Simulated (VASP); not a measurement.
# A VASP 6.6.1 single-point calculation on CdS

INCAR

```
NELM = 120
LCHARG = .FALSE.
GGA = PE
ENCUT = 500
EDIFF = 1E-7
IBRION = -1
NBANDS = 16
PREC = Accurate
ISMEAR = -1
LASPH = .TRUE.
ISIF = 2
SIGMA = 0.02
LREAL = .FALSE.
LWAVE = .FALSE.
NSW = 0
```

KPOINTS

```
KPOINTS created by Atomic Simulation Environment
0
Gamma
8 8 8
0 0 0
```

POSCAR

```
Cd S
 1.0000000000000000
     0.0000000000000000    2.7267765454999999    2.7267765454999999
     2.7131426627000002    0.0000000000000000    2.7267765454999999
     2.7131426627000002    2.7267765454999999    0.0000000000000000
 Cd  S
   1   1
Cartesian
  0.0000000000000000  0.0000000000000000  0.0000000000000000
  2.7131426626999997  2.7267765454999995  2.7267765454999995
```

The recommended PBE PAW datasets give the neutral cell 18 valence electrons.

Command

```
mpirun -np 1 vasp_std
```

Question: Predict the outcome of this run.

Answer: It converged. Results: gap between bands v and c on the k mesh 0.22 eV; least direct gap on the k mesh 1.74 eV; pressure 2.6 GPa. Band v is the last that the valence electrons fill when counted band by band, and c is the next.

OSZICAR

```
N       E                     dE             d eps       ncg     rms          rms(c)
DAV:   1     0.104603741399E+03    0.10460E+03   -0.91979E+03  2000   0.103E+03
DAV:   2    -0.277845619542E+01   -0.10738E+03   -0.10044E+03  2392   0.253E+02
DAV:   3    -0.642162914539E+01   -0.36432E+01   -0.36376E+01  2344   0.484E+01
DAV:   4    -0.643826158886E+01   -0.16632E-01   -0.16631E-01  2344   0.328E+00
DAV:   5    -0.643841991280E+01   -0.15832E-03   -0.15832E-03  2416   0.308E-01    0.774E+00
DAV:   6    -0.589206706969E+01    0.54635E+00   -0.84919E-01  2528   0.116E+01    0.645E+00
DAV:   7    -0.586645433236E+01    0.25613E-01   -0.17111E-01  2400   0.297E+00    0.332E+00
DAV:   8    -0.586567504969E+01    0.77928E-03   -0.18321E-02  2176   0.168E+00    0.312E-01
DAV:   9    -0.586548537868E+01    0.18967E-03   -0.15370E-03  2344   0.567E-01    0.637E-02
DAV:  10    -0.586552976648E+01   -0.44388E-04   -0.18091E-04  2360   0.140E-01    0.542E-02
DAV:  11    -0.586555493751E+01   -0.25171E-04   -0.41284E-05  2288   0.681E-02    0.175E-02
DAV:  12    -0.586555108912E+01    0.38484E-05   -0.12736E-05  2528   0.451E-02    0.974E-03
DAV:  13    -0.586555143611E+01   -0.34699E-06   -0.15191E-06  2048   0.813E-03    0.145E-02
DAV:  14    -0.586555118112E+01    0.25499E-06   -0.27695E-07  2320   0.280E-03    0.267E-03
DAV:  15    -0.586555117670E+01    0.44220E-08   -0.59366E-09  1112   0.537E-04
   1 F= -.58655512E+01 E0= -.58655425E+01  d E =-.174313E-04
```

For comparison, a separate PBE run of the intended cell, on usual settings and not on those above, gives a gap of 0.22 eV on its mesh and a pressure of 2.6 GPa.
